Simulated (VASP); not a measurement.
# KBr (Pm-3m) in VASP: single point with LDA

Aim: the single point of KBr with LDA.

Program: VASP 6.6.1. These are calculated values, not measurements. Logs are shortened: lines on timing, memory, paths and dates and some standing lists are left out, and cuts for length are marked.

## 1. Starting point

Symmetry: Pm-3m, No. 221, cubic system. The conventional cell has a = 4.043 Å, b = 4.043 Å, c = 4.043 Å, α = 90.00°, β = 90.00°, γ = 90.00°. K (site symmetry m-3m) has 8 Br at 3.50 Å as nearest neighbours. Br (site symmetry m-3m) has 8 K at 3.50 Å as nearest neighbours.

Measurements of this composition are mostly on another form, of space group No. 225.

## 2. Single point, LDA

Contents of INCAR:

```
SYSTEM = KBr
PREC = Accurate ; ENCUT = 520
EDIFF = 1E-6 ; ISMEAR = 0
SIGMA = 0.1 ; LREAL = .FALSE.
LASPH = .TRUE. ; NELM = 100
ALGO = Normal ; ISIF = 2
LWAVE = .FALSE. ; LCHARG = .FALSE.
NBANDS = 15
```

Contents of KPOINTS:

```
regular mesh
0
G
  4 4 4
  0 0 0
```

Contents of POSCAR:

```
KBr
1.0
    4.0434990000      0.0000000000      0.0000000000
    0.0000000000      4.0434990000      0.0000000000
    0.0000000000      0.0000000000      4.0434990000
K Br
1 1
Direct
    0.0000000000      0.0000000000      0.0000000000
    0.5000000000      0.5000000000      0.5000000000
```

Potentials or basis: VASP PAW LDA potentials, release 64 (K_sv, Br).

Run with:

```bash
$ cat potpaw_LDA.64/K_sv/POTCAR potpaw_LDA.64/Br/POTCAR > POTCAR
$ mpirun -np 1 vasp_std > vasp.out
```

OUTCAR:

```text
SYSTEM = KBr
   PREC = Accurate
   ENCUT = 520
   EDIFF = 1E-6
   ISMEAR = 0
   LREAL = .FALSE.
   LASPH = .TRUE.
   NELM = 100
   ISIF = 2

 ion  position               nearest neighbor table
   1  0.000  0.000  0.000-
   2  0.500  0.500  0.500-

  LATTYP: Found a simple cubic cell.
 ALAT       =     4.0434990000

  Lattice vectors:

 A1 = (   4.0434990000,   0.0000000000,   0.0000000000)
 A2 = (   0.0000000000,   4.0434990000,   0.0000000000)
 A3 = (   0.0000000000,   0.0000000000,   4.0434990000)

Analysis of symmetry for initial positions (statically):
=====================================================================
 Subroutine PRICEL returns:
 Original cell was already a primitive cell.

 Routine SETGRP: Setting up the symmetry group for a
 simple cubic supercell.

 Subroutine GETGRP returns: Found 48 space group operations
 (whereof 48 operations were pure point group operations)
 out of a pool of 48 trial point group operations.

The static configuration has the point symmetry O_h .

Analysis of symmetry for dynamics (positions and initial velocities):
=====================================================================
 Subroutine PRICEL returns:
 Original cell was already a primitive cell.

 Routine SETGRP: Setting up the symmetry group for a
 simple cubic supercell.

 Subroutine GETGRP returns: Found 48 space group operations
 (whereof 48 operations were pure point group operations)
 out of a pool of 48 trial point group operations.

The dynamic configuration has the point symmetry O_h .

 Subroutine INISYM returns: Found 48 space group operations
 (whereof 48 operations are pure point group operations),
 and found     1 'primitive' translations

----------------------------------------------------------------------------------------

                                     Primitive cell

  volume of cell :      66.1107

  direct lattice vectors                    reciprocal lattice vectors
     4.043499000  0.000000000  0.000000000     0.247310559  0.000000000  0.000000000
     0.000000000  4.043499000  0.000000000     0.000000000  0.247310559  0.000000000
     0.000000000  0.000000000  4.043499000     0.000000000  0.000000000  0.247310559

  length of vectors
     4.043499000  4.043499000  4.043499000     0.247310559  0.247310559  0.247310559

  position of ions in fractional coordinates (direct lattice)
     0.000000000  0.000000000  0.000000000
     0.500000000  0.500000000  0.500000000

  ion indices of the primitive-cell ions
   primitive index   ion index
                 1           1
                 2           2

----------------------------------------------------------------------------------------

 KPOINTS: regular mesh

Automatic generation of k-mesh.
 Grid dimensions read from file:
 generate k-points for:    4    4    4

 Generating k-lattice:

  Cartesian coordinates                     Fractional coordinates (reciprocal lattice)
     0.061827640  0.000000000  0.000000000     0.250000000  0.000000000  0.000000000
     0.000000000  0.061827640  0.000000000     0.000000000  0.250000000  0.000000000
     0.000000000  0.000000000  0.061827640     0.000000000  0.000000000  0.250000000

  Length of vectors
     0.061827640  0.061827640  0.061827640

  Shift w.r.t. Gamma in fractional coordinates (k-lattice)
     0.000000000  0.000000000  0.000000000

 Subroutine IBZKPT returns following result:
 ===========================================

 Found     10 irreducible k-points:

 Following reciprocal coordinates:
            Coordinates               Weight
  0.000000  0.000000  0.000000      1.000000
  0.250000  0.000000  0.000000      6.000000
  0.500000  0.000000  0.000000      3.000000
  0.250000  0.250000  0.000000     12.000000
  0.500000  0.250000  0.000000     12.000000
  0.500000  0.500000  0.000000      3.000000
  0.250000  0.250000  0.250000      8.000000
  0.500000  0.250000  0.250000     12.000000
  0.500000  0.500000  0.250000      6.000000
  0.500000  0.500000  0.500000      1.000000
   k-points           NKPTS =     10   k-points in BZ     NKDIM =     10   number of bands    NBANDS=     15
   number of dos      NEDOS =    301   number of ions     NIONS =      2
   total plane-waves  NPLWV =  27000
   dimension x,y,z NGX =    30 NGY =   30 NGZ =   30
   dimension x,y,z NGXF=    60 NGYF=   60 NGZF=   60
   ions per type =               1   1
   NGX,Y,Z   is equivalent  to a cutoff of  12.33, 12.33, 12.33 a.u.
   NGXF,Y,Z  is equivalent  to a cutoff of  24.67, 24.67, 24.67 a.u.
 SYSTEM =  KBr
   PREC   = accura    normal or accurate (medium, high low for compatibility)
   ISTART =      0    job   : 0-new  1-cont  2-samecut
   ICHARG =      2    charge: 1-file 2-atom 10-const
   ISPIN  =      1    spin polarized calculation?
   LNONCOLLINEAR =      F non collinear calculations
   LSORBIT =      F    spin-orbit coupling
   LASPH  =      T    aspherical Exc in radial PAW
   ENCUT  =  520.0 eV  38.22 Ry    6.18 a.u.   7.52  7.52  7.52*2*pi/ulx,y,z
   NELM   =    100;   NELMIN=  2; NELMDL= -5     # of ELM steps
   EDIFF  = 0.1E-05   stopping-criterion for ELM
   LREAL  =      F    real-space projection
   EDIFFG = 0.1E-04   stopping-criterion for IOM
   NSW    =      0    number of steps for IOM
   IBRION =     -1    ionic relax: 0-MD 1-quasi-New 2-CG
   NFREE  =      0    steps in history (QN), initial steepest desc. (CG)
   ISIF   =      2    stress and relaxation
   ISYM   =      2    0-nonsym 1-usesym 2-fastsym
   POTIM  = 0.5000    time-step for ionic-motion
   TEBEG  =    0.0;   TEEND  =   0.0 temperature during run
   PSTRESS=    0.0 pullay stress
   NELECT =      16.0000    total number of electrons
   NUPDOWN=      -1.0000    fix difference up-down
   EMIN   =  10.00;   EMAX   =-10.00  energy-range for DOS
   EFERMI =   0.00;   METHOD = LEGACY
   ISMEAR =     0;   SIGMA  =   0.10  broadening in eV -4-tet -1-fermi 0-gaus
   EFERMI_NEDOS =   21; number of points for ismear=-14 and -15
   IALGO  =     38    algorithm
   IMIX   =      4    mixing-type and parameters
     AMIX     =   0.40;   BMIX     =  1.00
     AMIX_MAG =   1.60;   BMIX_MAG =  1.00
  volume/ion in A,a.u.               =      33.06       223.07
  Fermi-wavevector in a.u.,A,eV,Ry     =   1.020213  1.927923 14.161412  1.040834
  Thomas-Fermi vector in A             =   2.153770
   LORBIT       =      0    0 simple, 1 ext, 2 COOP (PROOUT), +10 PAW based schemes
   GGA     = CA    functional components
   LHFCALC =     F    Hartree Fock is set to
   AEXX    =    0.0000 exact exchange contribution
   IVDW    =     0    specifies the selected vdW correction
   LEPSILON=     F    determine dielectric tensor
   LRPA    =     F    only Hartree local field effects (RPA)
 non-spin polarized calculation
 Gauss-broadening in eV      SIGMA  =   0.10
  energy-cutoff  :      520.00
  volume of cell :       66.11
 maximum number of plane-waves:      1800
   NGX = 15   NGY = 15   NGZ = 15

 number of electron      15.9999999 magnetization

 Free energy of the ion-electron system (eV)
  ---------------------------------------------------
  ext. energy  EPLUGINS =         0.00000000
  ---------------------------------------------------
  free energy    TOTEN  =        -6.67966296 eV

  energy without entropy =       -6.67966296  energy(sigma->0) =       -6.67966296

 E-fermi :  -0.4826     XC(G=0):  -8.3161

 val. band max:       -0.9207650175   @ k =   0.5000   0.5000   0.0000
 cond. band min:       2.5552922247   @ k =   0.0000   0.0000   0.0000
 fundamental gap:      3.4760572422
 Fermi energy:        -0.4826036617

 k-point     1 :       0.0000    0.0000    0.0000
  band No.  band energies     occupation
      1     -29.2016      2.00000
      2     -13.7300      2.00000
      3     -12.8593      2.00000
      4     -12.8593      2.00000
      5     -12.8593      2.00000
      6      -1.1901      2.00000
      7      -1.1901      2.00000
      8      -1.1901      2.00000
      9       2.5553      0.00000
     10       4.6529      0.00000
     11       4.6529      0.00000
     12       8.5812      0.00000
     13       8.5812      0.00000
     14       8.5812      0.00000
     15      11.2916      0.00000

 k-point     2 :       0.2500    0.0000    0.0000
  band No.  band energies     occupation
      1     -29.1961      2.00000
      2     -13.8013      2.00000
      3     -12.8489      2.00000
      4     -12.8489      2.00000
      5     -12.7807      2.00000
      6      -2.2195      2.00000
      7      -1.1773      2.00000
      8      -1.1773      2.00000
      9       3.7768      0.00000
     10       5.1184      0.00000
     11       5.7635      0.00000
     12       8.4409      0.00000
     13       8.4409      0.00000
     14       8.8189      0.00000
     15       9.4682      0.00000

 k-point     3 :       0.5000    0.0000    0.0000
  band No.  band energies     occupation
      1     -29.1905      2.00000
      2     -13.8713      2.00000
      3     -12.8384      2.00000
      4     -12.8384      2.00000
      5     -12.6987      2.00000
      6      -2.9465      2.00000
      7      -1.1654      2.00000
      8      -1.1654      2.00000
      9       5.2240      0.00000
     10       5.9662      0.00000
     11       6.4298      0.00000
     12       7.7831      0.00000
     13       8.5471      0.00000
     14       8.5471      0.00000
     15       9.1100      0.00000

 k-point     4 :       0.2500    0.2500    0.0000
  band No.  band energies     occupation
      1     -29.1907      2.00000
      2     -13.7515      2.00000
      3     -12.9359      2.00000
      4     -12.8397      2.00000
      5     -12.7591      2.00000
      6      -2.1787      2.00000
      7      -1.8615      2.00000
      8      -1.1133      2.00000
      9       4.5149      0.00000
     10       5.3910      0.00000
     11       6.4668      0.00000
     12       7.6279      0.00000
     13       7.9824      0.00000
     14       8.6296      0.00000
     15       9.3179      0.00000

 k-point     5 :       0.5000    0.2500    0.0000
  band No.  band energies     occupation
      1     -29.1854      2.00000
      2     -13.7156      2.00000
      3     -12.9265      2.00000
      4     -12.8305      2.00000
      5     -12.8172      2.00000
      6      -2.6629      2.00000
      7      -1.8212      2.00000
      8      -1.0475      2.00000
      9       4.9407      0.00000
     10       5.4535      0.00000
     11       7.0733      0.00000
     12       7.5635      0.00000
     13       7.6362      0.00000
     14       8.1983      0.00000
     15       9.7131      0.00000

 k-point     6 :       0.5000    0.5000    0.0000
  band No.  band energies     occupation
      1     -29.1802      2.00000
      2     -13.4837      2.00000
      3     -13.0122      2.00000
      4     -13.0122      2.00000
      5     -12.8225      2.00000
      6      -2.3452      2.00000
      7      -2.3452      2.00000
      8      -0.9208      2.00000
      9       3.9765      0.00000
     10       5.3074      0.00000
     11       6.9236      0.00000
     12       6.9236      0.00000
     13       8.9865      0.00000
     14       8.9865      0.00000
     15       9.8220      0.00000

 k-point     7 :       0.2500    0.2500    0.2500
  band No.  band energies     occupation
      1     -29.1855      2.00000
      2     -13.6705      2.00000
      3     -12.9221      2.00000
      4     -12.9221      2.00000
      5     -12.7813      2.00000
      6      -2.0153      2.00000
      7      -1.8505      2.00000
      8      -1.8505      2.00000
      9       5.3944      0.00000
     10       6.2035      0.00000
     11       6.2035      0.00000
     12       6.8741      0.00000
     13       7.7037      0.00000
     14       7.7037      0.00000
     15      11.0337      0.00000

 k-point     8 :       0.5000    0.2500    0.2500
  band No.  band energies     occupation
      1     -29.1803      2.00000
      2     -13.5913      2.00000
      3     -12.9190      2.00000
      4     -12.9081      2.00000
      5     -12.8841      2.00000
      6      -2.5157      2.00000
      7      -1.8405      2.00000
      8      -1.7286      2.00000
      9       5.3586      0.00000
     10       5.9415      0.00000
     11       6.4199      0.00000
     12       7.2466      0.00000
     13       7.9056      0.00000
     14       8.2052      0.00000
     15      10.0257      0.00000

 k-point     9 :       0.5000    0.5000    0.2500
  band No.  band energies     occupation
      1     -29.1752      2.00000
      2     -13.4225      2.00000
      3     -12.9946      2.00000
      4     -12.9946      2.00000
      5     -12.9006      2.00000
      6      -2.3648      2.00000
      7      -2.3648      2.00000
      8      -1.7480      2.00000
      9       4.8472      0.00000
     10       6.4957      0.00000
     11       6.4957      0.00000
     12       6.8479      0.00000
     13       8.6289      0.00000
     14       8.6289      0.00000
     15      10.0031      0.00000

 k-point    10 :       0.5000    0.5000    0.5000
  band No.  band energies     occupation
      1     -29.1703      2.00000
      2     -13.3593      2.00000
      3     -12.9769      2.00000
      4     -12.9769      2.00000
      5     -12.9769      2.00000
      6      -2.3861      2.00000
      7      -2.3861      2.00000
      8      -2.3861      2.00000
      9       6.1784      0.00000
     10       6.1784      0.00000
     11       6.1784      0.00000
     12       8.2673      0.00000
     13       8.2673      0.00000
     14       8.2673      0.00000
     15      10.1271      0.00000

------------------------ aborting loop because EDIFF is reached ----------------------------------------

  FORCE on cell =-STRESS in cart. coord.  units (eV):
  Direction    XX          YY          ZZ          XY          YZ          ZX
  --------------------------------------------------------------------------------------
  -------------------------------------------------------------------------------------
  Total       -1.0827273     -1.0827273     -1.0827273     -0.0000000      0.0000000     -0.0000000
  in kB      -26.2396254    -26.2396254    -26.2396254     -0.0000000      0.0000000     -0.0000000
  external PRESSURE =     -26.2396254 kB  Pullay stress =       0.0000000 kB

 VOLUME and BASIS-vectors are now :
 -----------------------------------------------------------------------------
  energy-cutoff  :      520.00
  volume of cell :       66.11
      direct lattice vectors                 reciprocal lattice vectors
     4.043499000  0.000000000  0.000000000     0.247310559  0.000000000  0.000000000
     0.000000000  4.043499000  0.000000000     0.000000000  0.247310559  0.000000000
     0.000000000  0.000000000  4.043499000     0.000000000  0.000000000  0.247310559

 POSITION                                       TOTAL-FORCE (eV/Angst)
 -----------------------------------------------------------------------------------
      0.00000      0.00000      0.00000         0.000000      0.000000      0.000000
      2.02175      2.02175      2.02175         0.000000      0.000000      0.000000
 -----------------------------------------------------------------------------------
    total drift:                                0.000000      0.000000     -0.000000

  FREE ENERGIE OF THE ION-ELECTRON SYSTEM (eV)
  ---------------------------------------------------
  free  energy   TOTEN  =        -6.6796629615 eV

  energy  without entropy=       -6.6796629615  energy(sigma->0) =       -6.67966296
```

It took 4.4 s on 1 thread of Intel Xeon Platinum 8488C (Sapphire Rapids), shared host; peak memory 0.14 GiB.

What came out:

* Free energy: -6.6797 eV
* Pressure: -2.6 GPa
* Band gap on the k mesh: 3.48 eV, indirect (least direct gap 3.75 eV)

Levels at points of the mesh, in eV from the valence-band top:
```tsv
k point	band 4	band 5	band 6	band 7	band 8	band 9	band 10	band 11	band 12	band 13
(0.00, 0.00, 0.00)	-11.94	-11.94	-0.27	-0.27	-0.27	3.48	5.57	5.57	9.50	9.50
(0.50, 0.00, 0.00)	-11.92	-11.78	-2.03	-0.24	-0.24	6.14	6.89	7.35	8.70	9.47
(0.50, 0.50, 0.00)	-12.09	-11.90	-1.42	-1.42	0.00	4.90	6.23	7.84	7.84	9.91
(0.50, 0.50, 0.50)	-12.06	-12.06	-1.47	-1.47	-1.47	7.10	7.10	7.10	9.19	9.19
```
